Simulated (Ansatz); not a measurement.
(001) slab cut from the bulk of SiC, 15 Å of vacuum:

```xyz
12
Lattice="3.0752 0.0000 0.0000 -1.5376 2.6632 0.0000 0.0000 0.0000 28.2474" Properties=species:S:1:pos:R:3 pbc="T T T"
C     0.0000    1.7755    7.5000
Si    1.5376    0.8877    8.1270
C     1.5376    0.8877   10.0241
Si    0.0000    1.7755   10.6511
C     0.0000    1.7755   12.5482
Si    1.5376    0.8877   13.1752
C     1.5376    0.8877   15.0723
Si    0.0000    1.7755   15.6993
C     0.0000    1.7755   17.5963
Si    1.5376    0.8877   18.2233
C     1.5376    0.8877   20.1204
Si    0.0000    1.7755   20.7474
```

Level of theory: Ansatz 0.2.0, DFT r2SCAN, scalar-relativistic, plane waves, PAW. Cutoff 500 eV; k points 9×9×1 on the computed 12-atom cell (Γ-centred); Gaussian smearing, width 0.05 eV; no spin polarisation. A dipole correction removes the field between periodic images along c.

This base run converges in 20 iterations with a largest force of 2.918 eV/Å and a work function of 4.71 eV on the top face.

One setting at a time is then changed, some of them on purpose to poor values; changes count from the base run, energies are extrapolated to zero smearing, γ keeps the base's bulk energy, atoms stay where they are, and risky runs are capped at 50 to 100 iterations.

**Question.** What does each change do? k mesh 1×1×1; k mesh 13×13×1; no preconditioner, β = 0.7; no dipole correction, vacuum of 15 Å; k mesh 9×9×3; n_extra_bands = 30; field of 1.5 V/Å along c.

**Answer.**
```
                              change outcome SCF iterations  ΔE (meV/atom)  Δγ (J/m²) largest force (eV/Å) largest change of a force (eV/Å)
                        k mesh 1×1×1                converged              49        +4281.1    +50.250                 6.569                             3.651
                      k mesh 13×13×1                converged              23           +0.1     +0.001                 2.898                             0.066
          no preconditioner, β = 0.7                converged              32            0.0      0.000                 2.918                             0.000
no dipole correction, vacuum of 15 Å                converged              24           -0.6     -0.007                 2.899                             0.036
                        k mesh 9×9×3                converged              22            0.0      0.000                 2.918                             0.000
                  n_extra_bands = 30                converged              24            0.0      0.000                 2.918                             0.000
            field of 1.5 V/Å along c converged with warnings              33          -80.4                            2.666                             0.358
```

In some of the runs (field 1.5) charge leaks into the vacuum, so their work functions can be off.

Cost: 8 runs of about 9.8 core-minutes in all, on Arm Neoverse V1 (shared hosts).